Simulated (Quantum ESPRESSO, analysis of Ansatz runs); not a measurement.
# Migration in Li2O (Fm-3m): V_O hop (3.3 Å), charge +2 (Quantum ESPRESSO)

Wanted: path and barrier of a jump of O in Li2O (Fm-3m) at charge +2. The case: V_O hop (3.3 Å), in a cell of 81 host atoms with 1 O taken out.

Method: Quantum ESPRESSO plane-wave DFT, PBEsol, GBRV 1.5 PBEsol potentials; nudged elastic band between two relaxed defect structures at fixed charge in a uniform background, in Quantum ESPRESSO 7.5.

Most raw output is cut from this account.

### Step 1. Starting point

The cell holds 80 atoms: 54 Li and 26 O. Cell: a = 9.719 Å, b = 9.719 Å, c = 9.719 Å, α = 60.0°, β = 60.0°, γ = 60.0°. It derives from Li2O (space group Fm-3m). Nearest the centre at fractional (0.500, 0.333, 0.667): Li31 at 1.14 Å, Li44 at 1.17 Å, O45 at 1.64 Å, Li13 at 2.53 Å, Li7 at 2.55 Å, Li40 at 2.56 Å, Li68 at 2.56 Å, Li35 at 2.57 Å. The cell carries charge +2.

The cell's shortest repeat is 9.7 Å.

### Step 2. Relaxation of the start point, charge +2

The ends come first: from an unrelaxed start the top is counted from too high an energy, and the barrier comes out too low. Small random displacements break the symmetry of the ideal sites, so that the defect can distort if it gains by it. The charge of +2 is set by the electron count, and a uniform background keeps the cell neutral. A width of 0.01 eV lets levels that lie close at the Fermi energy share an electron.

A first try with fixed occupations did not converge, so this run has a small smearing.

pw.in reads:

```
&CONTROL
  calculation = 'relax'
  prefix = 'pwscf'
  outdir = './tmp'
  pseudo_dir = './pseudo'
  tprnfor = .true.
  disk_io = 'low'
  nstep = 70
  forc_conv_thr = 0.00078
  etot_conv_thr = 0.0001
/
&SYSTEM
  ibrav = 0
  nat = 80
  ntyp = 2
  ecutwfc = 40
  ecutrho = 324
  nbnd = 162
  occupations = 'smearing'
  smearing = 'fd'
  degauss = 0.00073499
  tot_charge = 2
  nosym = .true.
/
&ELECTRONS
  conv_thr = 8d-08
  electron_maxstep = 100
  mixing_beta = 0.5
/
&IONS
  ion_dynamics = 'bfgs'
/
ATOMIC_SPECIES
Li     6.9400 li_pbesol_v1.4.uspp.F.UPF
O     15.9990 o_pbesol_v1.2.uspp.F.UPF
CELL_PARAMETERS angstrom
   0.0000000000    6.8725884295    6.8725884295
   6.8725884295    0.0000000000    6.8725884295
   6.8725884295    6.8725884295    0.0000000000
ATOMIC_POSITIONS crystal
Li     0.2531600291    0.2480987508    0.2508973536
Li     0.0858416196    0.0814753874    0.0808751192
O      0.0018879218   -0.0001549301    0.0017759278
Li     0.2482123979    0.2536304605    0.5817115972
Li     0.0803208497    0.0827896718    0.4171484024
O      0.0008645370   -0.0020259658    0.3313132529
Li     0.2530609854    0.2469264774    0.9163276554
Li     0.0845093775    0.0827414728    0.7467795406
[... 68 atom lines left out ...]
O      0.6681343672    0.6630311854    0.3336004674
Li     0.9170360980    0.9131455738    0.9173611270
Li     0.7481445429    0.7516325561    0.7526532889
O      0.6676525446    0.6659786062    0.6635542332
K_POINTS gamma
```

Run with:

```
OMP_NUM_THREADS=1 mpirun -n 4 pw.x -in pw.in > pw.out
```

Elapsed: 11 min, on 4 MPI ranks of Intel Xeon Platinum 8259CL at 2.50GHz (Skylake/Cascade Lake), shared host; peak memory 1.3 GiB.

The steps of the relaxation:

| step | energy less that of the first step (eV) |
| --- | --- |
| 0 | 0.0000 |
| 1 | -0.8973 |
| 2 | -1.7635 |
| 3 | -2.6057 |
| 4 | -3.0165 |
| 5 | -3.1074 |
| 6 | -3.2217 |
| 7 | -3.3390 |
| 8 | -3.3635 |
| 9 | -3.3746 |
| 10 | -3.3855 |
| 11 | -3.3928 |
| 12 | -3.3938 |
| 13 | -3.3947 |
| 14 | -3.3952 |

The atoms that moved most (Å):

| atom | dx | dy | dz | length |
| --- | --- | --- | --- | --- |
| Li31 | -0.189 | -0.208 | -0.199 | 0.344 |
| Li58 | -0.177 | 0.193 | 0.213 | 0.337 |
| Li62 | -0.204 | 0.172 | -0.199 | 0.333 |
| Li68 | -0.212 | -0.183 | 0.171 | 0.328 |
| Li44 | 0.168 | -0.202 | -0.191 | 0.325 |
| Li34 | 0.208 | 0.174 | -0.174 | 0.322 |
| Li40 | 0.166 | -0.191 | 0.198 | 0.322 |
| Li71 | 0.177 | 0.162 | 0.189 | 0.305 |

Neighbours of O45 at the end:

| atom | distance (Å) |
| --- | --- |
| Li44 | 1.889 |
| Li31 | 1.889 |
| Li17 | 2.005 |
| Li4 | 2.005 |
| Li35 | 2.022 |
| Li13 | 2.023 |
| Li41 | 2.026 |
| Li7 | 2.027 |

This step gave:

```
highest filled level                                                                              : 2.763 eV
lowest empty level                                                                                : 5.367 eV
r.m.s. move of the farther half of the atoms                                                      : 0.03825 Å
largest move from the ideal geometry of this structure, a common shift of the far atoms taken out : 0.3394 Å
```

The relaxation gained 3.395 eV and ended with a largest force component of 0.013 eV/Å.

### Step 3. Relaxation of the end point, charge +2

The end point is relaxed in the same cell and settings, so that the two energies compare. Atoms more than 3.2 Å from the middle of the hop start where the first relaxation left them, the nearer ones on or close to their ideal places, with small random displacements. A width of 0.01 eV lets levels that lie close at the Fermi energy share an electron.

A first try with fixed occupations did not converge, so this run has a small smearing.

pw.in reads:

```
&CONTROL
  calculation = 'relax'
  prefix = 'pwscf'
  outdir = './tmp'
  pseudo_dir = './pseudo'
  tprnfor = .true.
  disk_io = 'low'
  nstep = 70
  forc_conv_thr = 0.00078
  etot_conv_thr = 0.0001
/
&SYSTEM
  ibrav = 0
  nat = 80
  ntyp = 2
  ecutwfc = 40
  ecutrho = 324
  nbnd = 162
  occupations = 'smearing'
  smearing = 'fd'
  degauss = 0.00073499
  tot_charge = 2
  nosym = .true.
/
&ELECTRONS
  conv_thr = 8d-08
  electron_maxstep = 100
  mixing_beta = 0.5
/
&IONS
  ion_dynamics = 'bfgs'
/
ATOMIC_SPECIES
Li     6.9400 li_pbesol_v1.4.uspp.F.UPF
O     15.9990 o_pbesol_v1.2.uspp.F.UPF
CELL_PARAMETERS angstrom
   0.0000000000    6.8725884295    6.8725884295
   6.8725884295    0.0000000000    6.8725884295
   6.8725884295    6.8725884295    0.0000000000
ATOMIC_POSITIONS crystal
Li     0.2512395637    0.2489856431    0.2493415178
Li     0.0844430458    0.0785701202    0.0838297259
[... 4 atom lines left out ...]
Li     0.2508603845    0.2493864475    0.9158468254
[... 5 atom lines left out ...]
Li     0.2494373422    0.5845653702    0.5828273914
[... 17 atom lines left out ...]
Li     0.5836270085    0.2491789510    0.5828167129
[... 2 atom lines left out ...]
Li     0.5830865642    0.2511805265    0.9165364616
Li     0.4158529560    0.0833941834    0.7511406162
[... 3 atom lines left out ...]
O      0.3336599100    0.3343542796   -0.0008473917
Li     0.5825977233    0.5843415498    0.5826859490
Li     0.4163397633    0.4157143593    0.4169286198
[... 2 atom lines left out ...]
Li     0.4157806427    0.4162104790    0.7510052284
O      0.6675263599    0.3327082273    0.6672428267
[... 16 atom lines left out ...]
Li     0.7509719949    0.0829277133    0.7490658534
[... 5 atom lines left out ...]
Li     0.7502026599    0.4177586598    0.4161703439
[... 11 atom lines left out ...]
O      0.6653937940    0.6659628703    0.6668662159
K_POINTS gamma
```

Wall time 11 min (4 MPI ranks); peak memory 1.1 GiB; 45 min of CPU time.

Relaxation path:

| step | energy less that of the first step (eV) |
| --- | --- |
| 0 | 0.0000 |
| 1 | -1.0350 |
| 2 | -1.9878 |
| 3 | -2.9014 |
| 4 | -3.3170 |
| 5 | -3.4253 |
| 6 | -3.5506 |
| 7 | -3.6826 |
| 8 | -3.7343 |
| 9 | -3.7468 |
| 10 | -3.7639 |
| 11 | -3.7751 |
| 12 | -3.7766 |
| 13 | -3.7782 |
| 14 | -3.7796 |
| 15 | -3.7802 |

The atoms that moved most (Å):

| atom | dx | dy | dz | length |
| --- | --- | --- | --- | --- |
| Li7 | 0.198 | 0.185 | -0.190 | 0.331 |
| Li44 | 0.184 | 0.187 | 0.197 | 0.328 |
| Li41 | -0.184 | -0.188 | 0.193 | 0.326 |
| Li35 | -0.195 | 0.183 | -0.183 | 0.324 |
| Li31 | -0.177 | 0.189 | 0.191 | 0.322 |
| Li13 | 0.183 | -0.181 | 0.181 | 0.315 |
| Li17 | 0.183 | -0.184 | -0.173 | 0.312 |
| Li4 | -0.177 | -0.185 | -0.176 | 0.311 |

Neighbours of O45 at the end:

| atom | distance (Å) |
| --- | --- |
| Li31 | 1.891 |
| Li44 | 1.891 |
| Li71 | 2.007 |
| Li58 | 2.010 |
| Li68 | 2.019 |
| Li62 | 2.019 |
| Li34 | 2.019 |
| Li40 | 2.020 |

Numbers from this step:

```
highest filled level                                                                              : 2.763 eV
lowest empty level                                                                                : 5.373 eV
r.m.s. move of the farther half of the atoms                                                      : 0.03982 Å
largest move from the ideal geometry of this structure, a common shift of the far atoms taken out : 0.3402 Å
```

The relaxation gained 3.780 eV and ended with a largest force component of 0.018 eV/Å. The end lies within 1 meV of the start.

### Step 4. Nudged elastic band, charge +2

3 movable images are laid between the ends by interpolation. Each image feels the true force across the path and a spring force along it. The highest image is set to climb to the top of the path.

This step: Quantum ESPRESSO plane-wave DFT, PBEsol, GBRV 1.5 PBEsol potentials; nudged elastic band between two relaxed defect structures at fixed charge in a uniform background.

neb.in reads:

```
BEGIN
BEGIN_PATH_INPUT
&PATH
  restart_mode = 'from_scratch'
  string_method = 'neb'
  nstep_path = 45
  ds = 1.5
  opt_scheme = 'broyden'
  num_of_images = 5
  k_max = 0.3
  k_min = 0.2
  CI_scheme = 'auto'
  path_thr = 0.05
/
END_PATH_INPUT
BEGIN_ENGINE_INPUT
&CONTROL
  prefix = 'pwscf'
  outdir = './tmp'
  pseudo_dir = './pseudo'
  disk_io = 'low'
/
&SYSTEM
  ibrav = 0
  nat = 80
  ntyp = 2
  ecutwfc = 40
  ecutrho = 324
  nbnd = 162
  occupations = 'smearing'
  smearing = 'fd'
  degauss = 0.00073499
  tot_charge = 2
  nosym = .true.
/
&ELECTRONS
  conv_thr = 8d-08
  electron_maxstep = 100
  mixing_beta = 0.5
/
ATOMIC_SPECIES
Li     6.9400 li_pbesol_v1.4.uspp.F.UPF
O     15.9990 o_pbesol_v1.2.uspp.F.UPF
CELL_PARAMETERS angstrom
   0.0000000000    6.8725884295    6.8725884295
   6.8725884295    0.0000000000    6.8725884295
   6.8725884295    6.8725884295    0.0000000000
BEGIN_POSITIONS
FIRST_IMAGE
ATOMIC_POSITIONS crystal
Li     0.2511264634    0.2490405375    0.2507693097
Li     0.0849951613    0.0791523106    0.0849837231
O      0.0015053387   -0.0015941115    0.0018797645
Li     0.2501735496    0.2495144856    0.5832825019
Li     0.0867846677    0.0785032315    0.4113719952
O      0.0016891765   -0.0016373803    0.3320575046
Li     0.2469019729    0.2430934802    0.9224330038
Li     0.0861497190    0.0783606448    0.7569363853
O     -0.0019940952    0.0017701872    0.6669433088
Li     0.2487711689    0.5868498718    0.2493212401
Li     0.0825666467    0.4173953909    0.0832324962
O      0.0003534667    0.3320352104    0.0008363562
Li     0.2468990991    0.5878962669    0.5770373641
Li     0.0866263530    0.4231216965    0.4118448485
O     -0.0017844063    0.3332381168    0.3353343858
Li     0.2462627878    0.5886337931    0.9219365876
Li     0.0825629555    0.4173990132    0.7515174961
O     -0.0021347250    0.3332179253    0.6670329350
Li     0.2491104114    0.9146172431    0.2493655843
Li     0.0844852521    0.7511926904    0.0853163031
O      0.0000651341    0.6670740700    0.0010288358
Li     0.2502439065    0.9173081382    0.5829526521
Li     0.0844645350    0.7509729515    0.4135064959
O      0.0014626122    0.6680070050    0.3324373237
Li     0.2485233142    0.9155491522    0.9205512490
Li     0.0822912194    0.7490892022    0.7509767520
O      0.0003595437    0.6669201111    0.6659436883
Li     0.5824114267    0.2491043689    0.2509249368
Li     0.4120962497    0.0774890405    0.0872718786
O      0.3319787719   -0.0017545792    0.0019043525
Li     0.5698839704    0.2364161652    0.5702862442
Li     0.4162529986    0.0833317067    0.4175445746
O      0.3331122509   -0.0007580425    0.3334008683
Li     0.5695669581    0.2360285969    0.9581871911
Li     0.4113983403    0.0785831968    0.7571427245
O      0.3326030387   -0.0002403274    0.6682273680
Li     0.5764567592    0.5880980190    0.2472735177
Li     0.4114564449    0.4236213535    0.0866775868
O      0.3351501486    0.3332149645   -0.0013936268
Li     0.5698018409    0.6236473021    0.5706411774
Li     0.4118888131    0.4228295562    0.4121122673
O      0.3328295208    0.3344833741    0.3332463416
Li     0.5764007469    0.5886109913    0.9216005551
Li     0.3757811986    0.4301817598    0.7642460693
O      0.3351818716    0.3331954881    0.6672222351
Li     0.5826928749    0.9172018318    0.2517469966
Li     0.4127850424    0.7510910171    0.0848603394
O      0.3315942885    0.6682679468    0.0017646516
Li     0.5825414503    0.9176586365    0.5831948066
Li     0.4120118730    0.7527160898    0.4124890455
O      0.3319422338    0.6677580520    0.3323621812
Li     0.5767328732    0.9132110109    0.9218068228
Li     0.4112891793    0.7536216463    0.7567949704
O      0.3350967199    0.6646361069    0.6672065790
Li     0.9216378274    0.2433973535    0.2466555472
Li     0.7568712292    0.0782343997    0.0868959849
O      0.6666903169    0.0015659022   -0.0012092441
Li     0.9573146942    0.2363202803    0.5697879065
Li     0.7566340147    0.0787378435    0.4118055892
O      0.6678828306   -0.0004057429    0.3334308275
Li     0.9218556171    0.2431921447    0.9220206008
Li     0.7637147502    0.0421074387    0.7643395161
O      0.6666984941    0.0019489150    0.6670495789
Li     0.9212568333    0.5884674320    0.2473794507
Li     0.7502282801    0.4173111838    0.0829035192
O      0.6664738745    0.3332677982   -0.0015492362
Li     0.9218724079    0.5876349387    0.5772582383
Li     0.7636997400    0.4301193102    0.3760284211
O      0.6666382690    0.3332104557    0.3355300297
Li     0.9161207849    0.5832755208    0.9177240938
Li     0.7634287775    0.4299805516    0.7641249486
Li     0.9204048453    0.9154171667    0.2492453299
Li     0.7501112665    0.7493797076    0.0835894413
O      0.6652254299    0.6670208641    0.0008875689
Li     0.9216207013    0.9136448944    0.5767132727
Li     0.7566508489    0.7531863502    0.4127381705
O      0.6666446706    0.6644433305    0.3360891420
Li     0.9217178796    0.9129087533    0.9222670061
Li     0.7508729088    0.7491824862    0.7509772122
O      0.6665272290    0.6647886723    0.6672264771
INTERMEDIATE_IMAGE
ATOMIC_POSITIONS crystal
Li     0.2511022024    0.2489986709    0.2509769651
Li     0.0836982112    0.0786985575    0.0857552439
[... 78 atom lines left out ...]
INTERMEDIATE_IMAGE
ATOMIC_POSITIONS crystal
Li     0.2510095333    0.2489622680    0.2511304599
Li     0.0826783237    0.0783780565    0.0862914112
[... 78 atom lines left out ...]
INTERMEDIATE_IMAGE
ATOMIC_POSITIONS crystal
Li     0.2510416042    0.2489817196    0.2510823026
Li     0.0816213301    0.0780733676    0.0868801817
[... 78 atom lines left out ...]
LAST_IMAGE
ATOMIC_POSITIONS crystal
Li     0.2511307937    0.2490073070    0.2509970929
Li     0.0804081161    0.0777165067    0.0875736883
[... 4 atom lines left out ...]
Li     0.2380869946    0.2363383528    0.9580448723
[... 5 atom lines left out ...]
Li     0.2380937206    0.6240476846    0.5703397678
[... 17 atom lines left out ...]
Li     0.6261383141    0.2362992592    0.5702888260
[... 3 atom lines left out ...]
Li     0.4320782240    0.0423642744    0.7640665507
[... 3 atom lines left out ...]
O      0.3352373649    0.3333857684   -0.0016631667
Li     0.5908561679    0.5875280650    0.5776897930
Li     0.4321085252    0.4298845354    0.3763559956
[... 2 atom lines left out ...]
Li     0.4323359927    0.4302190500    0.7640967238
O      0.6673478305    0.3331897668    0.6671487730
[... 8 atom lines left out ...]
O      0.3351918459    0.6645020324    0.6673266311
[... 8 atom lines left out ...]
O      0.6666192104    0.0019924564    0.6670031227
[... 5 atom lines left out ...]
O      0.6666323558    0.3329463589    0.3359514651
[... 10 atom lines left out ...]
O      0.6690623273    0.6669002502    0.6661022107
END_POSITIONS
K_POINTS gamma
END_ENGINE_INPUT
END
```

Run with:

```
OMP_NUM_THREADS=1 mpirun -n 4 neb.x -ni 2 -inp neb.in > neb.out
```

Elapsed: 35 min, on 4 MPI ranks; peak memory 1.8 GiB; 2.3 h of CPU time.

Images along the path:

| image | path (Å) | energy (eV) | O45: x, y, z (Å) |
| --- | --- | --- | --- |
| 0 | 0.000 | 0.0000 | 6.875, 6.889, 4.593 |
| 1 | 1.146 | 1.0724 | 6.875, 7.453, 5.159 |
| 2 | 2.084 | 2.0951 | 6.875, 8.027, 5.732 |
| 3 | 3.026 | 1.0668 | 6.875, 8.603, 6.308 |
| 4 | 4.178 | 0.0009 | 6.875, 9.171, 6.876 |

Read from the output:

- barrier forward: 2.095 eV
- barrier backward: 2.094 eV
- end less start: 8.84e-4 eV
- hop length: 3.228 Å

The band met its tolerance of 0.05 eV/Å after 12 iterations, with image 2 on top (the start counts as 0). O45, which moves farthest between the ends, has 8 Li at 1.89 to 2.03 Å nearest at the start and 2 Li at 1.69 Å at the top.

### Step 5. Summary of results

| Quantity | Value |
| --- | --- |
| barrier forward | 2.10 eV |
| barrier backward | 2.09 eV |
| end less start | 0.00 eV |
| hop length | 3.23 Å |
| band iterations, as the log counts them | 12 |

What this shows: The top of the band lies 2.10 eV above the start and 2.09 eV above the end, which are alike in energy and neighbours. With an assumed prefactor of 1e13 per second it gives one hop a second along this one path at about 810 K; whether such hops link up through the crystal wasn't checked. At the top O45 stands 1.69 Å from its nearest Li, 0.20 Å closer than at the start. The order of the top as a saddle was not checked for all atoms, so a bent path could be lower. No image-charge correction is applied; it largely cancels along a path if the charge stays localised alike. Limits: sampling at the zone centre alone can move energies of charged and open-shell states by tenths of an eV or more in cells of this size.

[Logs are printed without paths, hosts, clocks, repeated set-up lines and the standing remarks that a program may print on its own settings, such as how far it seeks lower states.]

[Hosts, paths, dates, database ids (printed as entryN), source tags and the programs' standing remarks are cut or masked in the printed files.]
